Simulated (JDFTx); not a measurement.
The system is Re.

```xyz
2
Lattice="2.7608 0.0000 0.0000 -1.3804 2.3909 0.0000 0.0000 0.0000 4.4582" Properties=species:S:1:pos:R:3 pbc="T T T"
Re    1.3804    0.7970    3.3436
Re    0.0000    1.5939    1.1145
```

Base run:

* Program: JDFTx 1.7.0 (patched build)
* Functional: PBE
* Potentials or basis: PseudoDojo-SR-PBE-0.5-standard with smoothed tails
* Cutoff: 980 eV
* Density cutoff: 7837 eV
* k mesh: 11 × 11 × 6
* Occupations: fermi-dirac, width 0.05 eV
* Spin: no spin polarisation
* Hubbard terms: Re d U = 2 eV

Its results: band gap on the k mesh none (metal or under the smearing width); pressure -1.8 GPa.

Problem. The run is repeated on the same cell with these changes: hubbard terms from Re d U = 2 eV to none; hubbard projectors from atomic pseudo-orbitals, not orthogonalised to none. What comes out?

Solution. Band gap on the k mesh none (metal or under the smearing width); pressure 5.8 GPa.

Caveats: U without spin polarisation on a metal has little footing (some runs); the U is typed as a test and isn't derived for this compound (some runs).
